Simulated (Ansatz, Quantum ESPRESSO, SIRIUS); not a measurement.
WS2: 3 runs at one level of theory

```
W S
1.0
     3.18000    0.00000    0.00000
    -1.59000    2.75396    0.00000
     0.00000    0.00000   12.50000
W S
2 4
Direct
  0.66667 0.33333 0.75000
  0.33333 0.66667 0.25000
  0.66667 0.33333 0.37500
  0.33333 0.66667 0.87500
  0.66667 0.33333 0.12500
  0.33333 0.66667 0.62500
```

Alike in all runs: task band structure; functional PBE; k mesh 10 × 10 × 3; occupations fermi-dirac, width 0.05 eV; no spin polarisation; no spin-orbit coupling. Pressure is positive in compression and, in plane waves, holds the error of the finite cutoff. Gaps are the smaller of the mesh's and the band path's.

| program and potentials | plane-wave cutoff (eV) | notes | band gap (eV) | pressure (GPa) | largest force (eV/Å) |
| --- | --- | --- | --- | --- | --- |
| SIRIUS, all-electron FP-LAPW (ZORA valence), apw+lo standard | - | - | 1.05 | - | 0.126 |
| Quantum ESPRESSO, GBRV 1.5 PBE | 612 | - | 1.05 | 1.88 | 0.160 |
| Ansatz, all-electron LAPW, scalar-relativistic | - | - | 1.05 | 2.34 | 0.133 |

Force on atom 6 (S), eV/Å:

```json
{"program and potentials": "SIRIUS, all-electron FP-LAPW (ZORA valence), apw+lo standard", "x": "0.000", "y": "0.000", "z": "-0.126"}
{"program and potentials": "Quantum ESPRESSO, GBRV 1.5 PBE", "x": "0.000", "y": "0.000", "z": "-0.160"}
{"program and potentials": "Ansatz, all-electron LAPW, scalar-relativistic", "x": "0.000", "y": "0.000", "z": "-0.133"}
```

All agree on the band gap. The pressure spans 1.88 (Quantum ESPRESSO, GBRV 1.5 PBE) to 2.34 GPa (Ansatz, all-electron LAPW, scalar-relativistic), with all-electron results at 2.34. The paths' points differ, which is worth about 0.01 eV.

The functional is the same throughout but for its coding, so the spread measures potentials, basis and numerics; runs on potential files found faulty are left out.

The common gap of 1.05 eV shows that the semiconducting character of this layered, trigonal-prismatic WS2 structure doesn't depend on how the core electrons are treated. The ligand field separates filled states of mainly W d(z²) and S p character from empty W d states. The gap is nevertheless smaller than the measured indirect gap of the bulk crystal, as expected from a semilocal functional that lacks the derivative discontinuity; agreement between codes can't remove this shared error.

The force on the listed sulfur atom points away from its nearest tungsten plane in every run, so the S–W–S sandwich is slightly too thin for PBE and its W–S bonds would initially lengthen on relaxation. The two all-electron forces lie close together, while the pseudopotential gives a somewhat stronger push. The positive pressures likewise favour expansion, but a scalar pressure can't distinguish in-plane compression from repulsion between the layers, where missing dispersion attraction may contribute. The results therefore don't establish an equilibrium layer spacing.
